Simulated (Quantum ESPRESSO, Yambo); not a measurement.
## ZnSe (Stilleite): G0W0 in Yambo against the screening cutoff

Wanted: the cheapest screening cutoff that holds the gap of ZnSe (Stilleite).

Calculated with Yambo 5.3.0; PBE and many-body steps on it, plane waves.

## (1) Starting point

It takes space group F-43m (No. 216, cubic). The conventional cell has a = 5.668 Å, b = 5.668 Å, c = 5.668 Å, α = 90.00°, β = 90.00°, γ = 90.00°. Nearest to Zn lie 4 Se at 2.45 Å. Nearest to Se lie 4 Zn at 2.45 Å. Farther neighbours and most contacts between anions are not listed.

As a file:

```cif
data_structure
_symmetry_space_group_name_H-M 'F-43m'
_symmetry_Int_Tables_number 216
_cell_length_a 5.6676
_cell_length_b 5.6676
_cell_length_c 5.6676
_cell_angle_alpha 90.000
_cell_angle_beta 90.000
_cell_angle_gamma 90.000
_cell_volume 182.05
loop_
_atom_site_label
_atom_site_type_symbol
_atom_site_symmetry_multiplicity
_atom_site_Wyckoff_symbol
_atom_site_fract_x
_atom_site_fract_y
_atom_site_fract_z
_atom_site_occupancy
Zn1 Zn 4 a 0.00000 0.00000 0.00000 1
Se1 Se 4 d 0.25000 0.25000 0.75000 1
```

The cell and positions come from the Crystallography Open Database and are kept as given unless a step says otherwise.

## (2) 3.25 Ha

This step: Yambo 5.3.0; G0W0 on PBE, plane waves, norm-conserving pseudopotentials.

G0W0 replaces the xc potential by the self-energy, built once from these orbitals. Only a window of levels is corrected, while the sums run over the empty bands that the input names.

Input file gw7.in:

```
HF_and_locXC
gw0
dyson
ppa
em1d
rim_cut
RandQpts= 1000000
RandGvec= 1 RL
EXXRLvcs= 104 Ry
VXCRLvcs= 416 Ry
Chimod= "HARTREE"
% BndsRnXp
 1 | 125 |
%
NGsBlkXp= 6.5 Ry
% LongDrXp
 1 | 1 | 1 |
%
% GbndRnge
 1 | 125 |
%
DysSolver= "n"
ExtendOut
PPAPntXp= 27.21138 eV
% QPkrange
 1 | 1 | 21 | 24 |
%
```

Started as:

```console
> OMP_NUM_THREADS=1 mpirun -n 4 yambo -F gw7.in -J gw7 -C gw7 > gw7.log
```

The program printed:

```text
 Yambo, version 5.3.0

 [02] CORE Variables Setup
 =========================

  [... cell, symmetries and grids as in the set-up ...]

  [02.05] Energies & Occupations
  ==============================

  [X] === General ===
  [X] Electronic Temperature                        :  0.000000  0.000000 [eV K]
  [X] Bosonic    Temperature                        :  0.000000  0.000000 [eV K]
  [X] Finite Temperature mode                       : no
  [X] El. density                                   :  0.96675E+24 [cm-3]
  [X] Fermi Level                                   :  8.779089 [eV]

  [X] === Gaps and Widths ===
  [X] Conduction Band Min                           :  1.291205 [eV]
  [X] Valence Band Max                              :  0.000000 [eV]
  [X] Filled Bands                                  :  22
  [X] Empty Bands                                   :    23   430
  [X] Direct Gap                                    :  1.291205 [eV]
  [X] Direct Gap localized at k                     :  1
  [X] Indirect Gap                                  :  1.291205 [eV]
  [X] Indirect Gap between kpts                     :  1  1
  [X] Last valence band width                       :  2.657666 [eV]
  [X] 1st conduction band width                     :  4.197883 [eV]

 [03] Transferred momenta grid and indexing
 ==========================================

 IBZ Q-points                                      :   8
 BZ  Q-points                                      :   64

 K/Q-points units:
 rlu = crystal or reduced units; cc = cartesian coordinates; iku = interal k-units

 Q [1]          [rlu]:  0.000000  0.000000  0.000000
 Q [2]          [rlu]:  0.33641E-17  0.33641E-17  0.25000
 Q [3]          [rlu]: -0.67283E-17 -0.67283E-17 -0.50000
 Q [4]          [rlu]: -0.60307E-17  0.25000      0.25000
 Q [5]          [rlu]: -0.10514E-16  0.25000      0.50000
 Q [6]          [rlu]: -0.67283E-17  0.25000     -0.25000
 Q [7]          [rlu]:  0.12061E-16 -0.50000     -0.50000
 Q [8]          [rlu]:  0.250000 -0.500000 -0.250000

 [04] Coloumb potential Random Integration (RIM)
 ===============================================

  [04.01] RIM initialization
  ==========================

  * Diagonal components only detected *

  8 x (sBL volume)        :  0.100952 [a.u.]
  sBZ random points       :  1000000
  Points outside the sBZ  :   7968281
  RL volume               :  0.807617 [a.u.]
  Integrated volume       :  0.810832 [a.u.]

  [04.02] RIM integrals
  =====================

  Gamma point sphere radius             :  0.084461 [a.u.]
  Points outside the sphere             :   800476
  [Int_sBZ(q=0) 1/q^2]*(Vol_sBZ)^(-1/3) =:  7.776341
                                 should be <:  7.795600

  Summary of Coulomb integrals for non-metallic bands |Q|[au] RIM/Bare

  Q [1] 0.100000E-4 0.997530 * Q [2] 0.254029 1.068455
  Q [4] 0.293327 1.068048 * Q [6] 0.414827 1.030576
  Q [5] 0.486428 1.023062 * Q [3] 0.508057 1.020719
  Q [7] 0.586654 1.016898 * Q [8] 0.655899 1.013831

 [05] Dipoles
 ============

  [05.01] Setup: observables and procedures
  =========================================

 [06] Dynamic Dielectric Matrix (PPA)
 ====================================

 [WR./gw7//ndb.pp]---------------------------------------------------------------
  Brillouin Zone Q/K grids (IBZ/BZ)                :    8   64    8   64
  RL vectors                                       :   6615 [WF]
  Coulomb cutoff potential                         : none
  Electronic Temperature                           :  0.000000 [K]
  Bosonic    Temperature                           :  0.000000 [K]
  PPA    diel. fun.  energies                      : Perdew, Burke & Ernzerhof(X)+Perdew, Burke & Ernzerhof(C)
  wavefunctions                                    : Perdew, Burke & Ernzerhof(X)+Perdew, Burke & Ernzerhof(C)
  Global Gauge                                     : length
  X matrix size                                    :   89
  X band range                                     :    1  125
  X e/h energy range                               : -1.000000 -1.000000 [eV]
  X Time ordering                                  : R
  X Hxc Kernel                                     : HARTREE
  X Drude frequency                                :  0.000000  0.000000
  X poles                                          :  100.0000 [o/o]
  RL vectors in the sum                            :   6615
  [r,Vnl] included                                 : yes
  Field direction                                  :  0.577350E-5  0.577350E-5  0.577350E-5
  BZ energy Double Grid                            : no
  BZ energy DbGd points                            : 0
  BZ Q point size factor                           : -1.000000
  X Optical Averaged directions                    : none

 [07] Local Exchange-Correlation + Non-Local Fock
 ================================================

 [VXC] Plane waves :   44039
 [EXS] Plane waves :   5601

 QP @ state[ 1 ] K range:  1  1
 QP @ state[ 1 ] b range:  21  24

 [xc] Functional : Perdew, Burke & Ernzerhof(X)+Perdew, Burke & Ernzerhof(C)
 [xc] LIBXC used to calculate xc functional
  PP Number of Atomic Species                      :  2
  NLCC RL compoments                               :   44039
  PP Number of Atomic Species                      :  2
  NLCC RL compoments                               :   44039

 [xc] E_xc :  -44.07142 [Ha]
      E_xc :  -88.14284 [Ry]

  Local XC kind (lXC) : Perdew, Burke & Ernzerhof(X)+Perdew, Burke & Ernzerhof(C)
  Non-Local XC kind (nlXC) : Hartree-Fock

  Corrections @ K [1] :  [eV]
 <21|nlXC|21> = -19.77195  0.12195E-17 <21|lXC|21> = -17.09314 -0.37763E-15
 <22|nlXC|22> = -19.77204  0.22166E-17 <22|lXC|22> = -17.09314  0.000000
 <23|nlXC|23> = -8.904226  0.32102E-17 <23|lXC|23> = -12.79076  0.000000
 <24|nlXC|24> = -6.297309 -0.14809E-18 <24|lXC|24> = -11.02908 -0.47204E-16

 [08] Dyson equation: Newton solver
 ==================================

  [08.01] G0W0 (W PPA)
  ====================

  [  GW  ] Bands range     :    1  125
  [GW/PPA] G damping       :  0.100000 [eV]

  QP @ state[ 1 ] K range:  1  1
  QP @ state[ 1 ] b range:  21  24

   Sc/G bands                                       :    1  125
   Sc/G damping                                     :  0.100000 ev
   Sc bands terminator                              : no
   Sx RL components                                 :   5601

   QP @ state[ 1 ] K range                          :  1  1
   QP @ state[ 1 ] b range                          :  21  24
   GF energies kind                                 : Perdew, Burke & Ernzerhof(X)+Perdew, Burke & Ernzerhof(C)
   GF WF`s kind                                     : Perdew, Burke & Ernzerhof(X)+Perdew, Burke & Ernzerhof(C)
   Xs energies kind                                 : Perdew, Burke & Ernzerhof(X)+Perdew, Burke & Ernzerhof(C)
   Xs WF`s kind                                     : Perdew, Burke & Ernzerhof(X)+Perdew, Burke & Ernzerhof(C)

 [11] Game Over & Game summary
```

It took 88 s on 4 MPI ranks of Arm Neoverse V2, shared host; peak memory 2.1 GiB.

This step gave:

* G0W0 gap on the points computed: 2.014 eV
* starting gap on the mesh: 1.291 eV
* k of the valence top: 0, 0, 0
* k of the conduction bottom: 0, 0, 0
* least direct G0W0 gap on the computed points: 2.014 eV
* Z at the valence top: 0.7979
* Z at the conduction bottom: 0.8138

The gap on the mesh goes from 1.29 eV to 2.01 eV, a correction of +0.72 eV.

## (3) 5.25 Ha

Input file gw8.in:

```
HF_and_locXC
gw0
dyson
ppa
em1d
rim_cut
RandQpts= 1000000
RandGvec= 1 RL
EXXRLvcs= 104 Ry
VXCRLvcs= 416 Ry
Chimod= "HARTREE"
% BndsRnXp
 1 | 125 |
%
NGsBlkXp= 10.5 Ry
% LongDrXp
 1 | 1 | 1 |
%
% GbndRnge
 1 | 125 |
%
DysSolver= "n"
ExtendOut
PPAPntXp= 27.21138 eV
% QPkrange
 1 | 1 | 21 | 24 |
%
```

Started as:

```console
> OMP_NUM_THREADS=1 mpirun -n 4 yambo -F gw8.in -J gw8 -C gw8 > gw8.log
```

The program printed:

```text
 Yambo, version 5.3.0

 [02] CORE Variables Setup
 =========================

  [... cell, symmetries and grids as in the set-up ...]

  [02.05] Energies & Occupations
  ==============================

  [X] === General ===
  [X] Electronic Temperature                        :  0.000000  0.000000 [eV K]
  [X] Bosonic    Temperature                        :  0.000000  0.000000 [eV K]
  [X] Finite Temperature mode                       : no
  [X] El. density                                   :  0.96675E+24 [cm-3]
  [X] Fermi Level                                   :  8.779089 [eV]

  [X] === Gaps and Widths ===
  [X] Conduction Band Min                           :  1.291205 [eV]
  [X] Valence Band Max                              :  0.000000 [eV]
  [X] Filled Bands                                  :  22
  [X] Empty Bands                                   :    23   430
  [X] Direct Gap                                    :  1.291205 [eV]
  [X] Direct Gap localized at k                     :  1
  [X] Indirect Gap                                  :  1.291205 [eV]
  [X] Indirect Gap between kpts                     :  1  1
  [X] Last valence band width                       :  2.657666 [eV]
  [X] 1st conduction band width                     :  4.197883 [eV]

 [03] Transferred momenta grid and indexing
 ==========================================

 IBZ Q-points                                      :   8
 BZ  Q-points                                      :   64

 K/Q-points units:
 rlu = crystal or reduced units; cc = cartesian coordinates; iku = interal k-units

 Q [1]          [rlu]:  0.000000  0.000000  0.000000
 Q [2]          [rlu]:  0.33641E-17  0.33641E-17  0.25000
 Q [3]          [rlu]: -0.67283E-17 -0.67283E-17 -0.50000
[...]
================================================

 [VXC] Plane waves :   44039
 [EXS] Plane waves :   5601

 QP @ state[ 1 ] K range:  1  1
 QP @ state[ 1 ] b range:  21  24

 [xc] Functional : Perdew, Burke & Ernzerhof(X)+Perdew, Burke & Ernzerhof(C)
 [xc] LIBXC used to calculate xc functional
  PP Number of Atomic Species                      :  2
  NLCC RL compoments                               :   44039
  PP Number of Atomic Species                      :  2
  NLCC RL compoments                               :   44039

 [xc] E_xc :  -44.07142 [Ha]
      E_xc :  -88.14284 [Ry]

  Local XC kind (lXC) : Perdew, Burke & Ernzerhof(X)+Perdew, Burke & Ernzerhof(C)
  Non-Local XC kind (nlXC) : Hartree-Fock

  Corrections @ K [1] :  [eV]
 <21|nlXC|21> = -19.77195  0.12195E-17 <21|lXC|21> = -17.09314 -0.37763E-15
 <22|nlXC|22> = -19.77204  0.22166E-17 <22|lXC|22> = -17.09314  0.000000
 <23|nlXC|23> = -8.904226  0.32102E-17 <23|lXC|23> = -12.79076  0.000000
 <24|nlXC|24> = -6.297309 -0.14809E-18 <24|lXC|24> = -11.02908 -0.47204E-16

 [08] Dyson equation: Newton solver
 ==================================

  [08.01] G0W0 (W PPA)
  ====================

  [  GW  ] Bands range     :    1  125
  [GW/PPA] G damping       :  0.100000 [eV]

  QP @ state[ 1 ] K range:  1  1
  QP @ state[ 1 ] b range:  21  24

   Sc/G bands                                       :    1  125
   Sc/G damping                                     :  0.100000 ev
   Sc bands terminator                              : no
   Sx RL components                                 :   5601

   QP @ state[ 1 ] K range                          :  1  1
   QP @ state[ 1 ] b range                          :  21  24
   GF energies kind                                 : Perdew, Burke & Ernzerhof(X)+Perdew, Burke & Ernzerhof(C)
   GF WF`s kind                                     : Perdew, Burke & Ernzerhof(X)+Perdew, Burke & Ernzerhof(C)
   Xs energies kind                                 : Perdew, Burke & Ernzerhof(X)+Perdew, Burke & Ernzerhof(C)
   Xs WF`s kind                                     : Perdew, Burke & Ernzerhof(X)+Perdew, Burke & Ernzerhof(C)

 [11] Game Over & Game summary
```

The job ended after 1.7 min (4 MPI ranks; peak memory 2.1 GiB; 6.9 min of CPU time).

This step gave:

* G0W0 gap on the points computed: 2.040 eV
* starting gap on the mesh: 1.291 eV
* k of the valence top: 0, 0, 0
* k of the conduction bottom: 0, 0, 0
* least direct G0W0 gap on the computed points: 2.040 eV
* Z at the valence top: 0.7958
* Z at the conduction bottom: 0.8130

Against the run before, the gap moves by +0.025 eV.

## (4) 10.5 Ha

Input file gw9.in:

```
HF_and_locXC
gw0
dyson
ppa
em1d
rim_cut
RandQpts= 1000000
RandGvec= 1 RL
EXXRLvcs= 104 Ry
VXCRLvcs= 416 Ry
Chimod= "HARTREE"
% BndsRnXp
 1 | 125 |
%
NGsBlkXp= 21 Ry
% LongDrXp
 1 | 1 | 1 |
%
% GbndRnge
 1 | 125 |
%
DysSolver= "n"
ExtendOut
PPAPntXp= 27.21138 eV
% QPkrange
 1 | 1 | 21 | 24 |
%
```

Started as:

```console
> OMP_NUM_THREADS=1 mpirun -n 4 yambo -F gw9.in -J gw9 -C gw9 > gw9.log
```

The program printed:

```text
 Yambo, version 5.3.0

 [02] CORE Variables Setup
 =========================

  [... cell, symmetries and grids as in the set-up ...]

  [02.05] Energies & Occupations
  ==============================

  [X] === General ===
  [X] Electronic Temperature                        :  0.000000  0.000000 [eV K]
  [X] Bosonic    Temperature                        :  0.000000  0.000000 [eV K]
  [X] Finite Temperature mode                       : no
  [X] El. density                                   :  0.96675E+24 [cm-3]
[...]
Sx RL components                                 :   5601

   QP @ state[ 1 ] K range                          :  1  1
   QP @ state[ 1 ] b range                          :  21  24
   GF energies kind                                 : Perdew, Burke & Ernzerhof(X)+Perdew, Burke & Ernzerhof(C)
   GF WF`s kind                                     : Perdew, Burke & Ernzerhof(X)+Perdew, Burke & Ernzerhof(C)
   Xs energies kind                                 : Perdew, Burke & Ernzerhof(X)+Perdew, Burke & Ernzerhof(C)
   Xs WF`s kind                                     : Perdew, Burke & Ernzerhof(X)+Perdew, Burke & Ernzerhof(C)

 [11] Game Over & Game summary
```

Run time: 5 min. Hardware: 4 MPI ranks; peak memory 2.2 GiB; 20 min of CPU time.

Numbers from this step:

```yaml
g0w0_gap_on_the_points_computed: 2.044 eV
starting_gap_on_the_mesh: 1.291 eV
k_of_the_valence_top: 0, 0, 0
k_of_the_conduction_bottom: 0, 0, 0
least_direct_g0w0_gap_on_the_computed_points: 2.044 eV
```

Against the run before, the gap moves by +0.004 eV.

## (5) 13 Ha

Input file gw10.in:

```
HF_and_locXC
gw0
dyson
ppa
em1d
rim_cut
RandQpts= 1000000
RandGvec= 1 RL
EXXRLvcs= 104 Ry
VXCRLvcs= 416 Ry
Chimod= "HARTREE"
% BndsRnXp
 1 | 125 |
%
NGsBlkXp= 26 Ry
% LongDrXp
 1 | 1 | 1 |
%
% GbndRnge
 1 | 125 |
%
DysSolver= "n"
ExtendOut
PPAPntXp= 27.21138 eV
% QPkrange
 1 | 1 | 21 | 24 |
%
```

Started as:

```console
> OMP_NUM_THREADS=1 mpirun -n 4 yambo -F gw10.in -J gw10 -C gw10 > gw10.log
```

The program printed:

```text
 Yambo, version 5.3.0

 [02] CORE Variables Setup
 =========================

  [... cell, symmetries and grids as in the set-up ...]

  [02.05] Energies & Occupations
  ==============================

  [X] === General ===
  [X] Electronic Temperature                        :  0.000000  0.000000 [eV K]
  [X] Bosonic    Temperature                        :  0.000000  0.000000 [eV K]
  [X] Finite Temperature mode                       : no
  [X] El. density                                   :  0.96675E+24 [cm-3]
[...]
Sx RL components                                 :   5601

   QP @ state[ 1 ] K range                          :  1  1
   QP @ state[ 1 ] b range                          :  21  24
   GF energies kind                                 : Perdew, Burke & Ernzerhof(X)+Perdew, Burke & Ernzerhof(C)
   GF WF`s kind                                     : Perdew, Burke & Ernzerhof(X)+Perdew, Burke & Ernzerhof(C)
   Xs energies kind                                 : Perdew, Burke & Ernzerhof(X)+Perdew, Burke & Ernzerhof(C)
   Xs WF`s kind                                     : Perdew, Burke & Ernzerhof(X)+Perdew, Burke & Ernzerhof(C)

 [11] Game Over & Game summary
```

Wall time 7.9 min (4 MPI ranks); peak memory 2.2 GiB.

This step gave:

| Item | Value |
| --- | --- |
| G0W0 gap on the points computed | 2.047 eV |
| starting gap on the mesh | 1.291 eV |
| k of the valence top | 0, 0, 0 |
| k of the conduction bottom | 0, 0, 0 |
| least direct G0W0 gap on the computed points | 2.047 eV |

Against the run before, the gap moves by +0.003 eV.

## (6) 16.25 Ha

Input file gw11.in:

```
HF_and_locXC
gw0
dyson
ppa
em1d
rim_cut
RandQpts= 1000000
RandGvec= 1 RL
EXXRLvcs= 104 Ry
VXCRLvcs= 416 Ry
Chimod= "HARTREE"
% BndsRnXp
 1 | 125 |
%
NGsBlkXp= 32.5 Ry
% LongDrXp
 1 | 1 | 1 |
%
% GbndRnge
 1 | 125 |
%
DysSolver= "n"
ExtendOut
PPAPntXp= 27.21138 eV
% QPkrange
 1 | 1 | 21 | 24 |
%
```

Started as:

```console
> OMP_NUM_THREADS=1 mpirun -n 4 yambo -F gw11.in -J gw11 -C gw11 > gw11.log
```

The program printed:

```text
 Yambo, version 5.3.0

 [02] CORE Variables Setup
 =========================

  [... cell, symmetries and grids as in the set-up ...]

  [02.05] Energies & Occupations
  ==============================

  [X] === General ===
  [X] Electronic Temperature                        :  0.000000  0.000000 [eV K]
  [X] Bosonic    Temperature                        :  0.000000  0.000000 [eV K]
  [X] Finite Temperature mode                       : no
  [X] El. density                                   :  0.96675E+24 [cm-3]
[...]
Sx RL components                                 :   5601

   QP @ state[ 1 ] K range                          :  1  1
   QP @ state[ 1 ] b range                          :  21  24
   GF energies kind                                 : Perdew, Burke & Ernzerhof(X)+Perdew, Burke & Ernzerhof(C)
   GF WF`s kind                                     : Perdew, Burke & Ernzerhof(X)+Perdew, Burke & Ernzerhof(C)
   Xs energies kind                                 : Perdew, Burke & Ernzerhof(X)+Perdew, Burke & Ernzerhof(C)
   Xs WF`s kind                                     : Perdew, Burke & Ernzerhof(X)+Perdew, Burke & Ernzerhof(C)

 [11] Game Over & Game summary
```

The job ended after 13 min (4 MPI ranks; peak memory 2.1 GiB).

Numbers from this step:

```yaml
g0w0_gap_on_the_points_computed: 2.050 eV
starting_gap_on_the_mesh: 1.291 eV
k_of_the_valence_top: 0, 0, 0
k_of_the_conduction_bottom: 0, 0, 0
least_direct_g0w0_gap_on_the_computed_points: 2.050 eV
```

Against the run before, the gap moves by +0.003 eV.

## (7) The runs together

Times are wall times on 4 MPI ranks of Arm Neoverse V2, shared host, good to a factor of about two.

```tsv
run	mesh	bands	screening cutoff (eV)	DFT gap (eV)	gap on the mesh (eV)	direct (eV)	time
3.25 Ha	4×4×4	125	88.4	1.291	2.014	2.014	88 s
5.25 Ha	4×4×4	125	142.9	1.291	2.040	2.040	1.7 min
10.5 Ha	4×4×4	125	285.7	1.291	2.044	2.044	5 min
13 Ha	4×4×4	125	353.7	1.291	2.047	2.047	7.9 min
16.25 Ha	4×4×4	125	442.2	1.291	2.050	2.050	13 min
```

## (8) Results

```json
{
 "3.25 Ha": "2.014 eV",
 "5.25 Ha": "2.040 eV",
 "10.5 Ha": "2.044 eV",
 "13 Ha": "2.047 eV",
 "16.25 Ha": "2.050 eV",
 "known limits": "not at the basis limit; no spin-orbit coupling; coarse k mesh"
}
```

In words: The setting moved: screening cutoff. From 3.25 Ha to 16.25 Ha the gap moves by +0.04 eV, for 9.0 times the time. It holds to 0.03 eV from 5.25 Ha on. Bands and screening cutoff are coupled, so a series along one setting does not show full convergence. Bands and cutoff are finite, so the gap is not at the basis limit. The miss can reach some tenths of an eV and take either sign; the mesh is an error of its own. In the G0W0 runs levels were corrected at 1 k point alone, so a gap called «on the mesh» is the least over those, and an edge elsewhere would be missed. The 4×4×4 mesh is coarse for this cell, which bears on the long-range parts of exchange and screening. The many-body steps are scalar-relativistic: spin-orbit coupling is not in them.

[Paths, hosts, dates, memory and timing lines, banners, echoed tables and standing remarks are left out of the program output.]

[Logs are printed without paths, hosts, clocks, repeated set-up lines and the standing remarks that a program may print on its own settings, such as how far it seeks lower states.]

[Runs of the session that timed out or met a known fault of the program may be left out.]

[Hosts, paths, dates, database ids (printed as entryN), source tags and the programs' standing remarks are cut or masked in the printed files.]
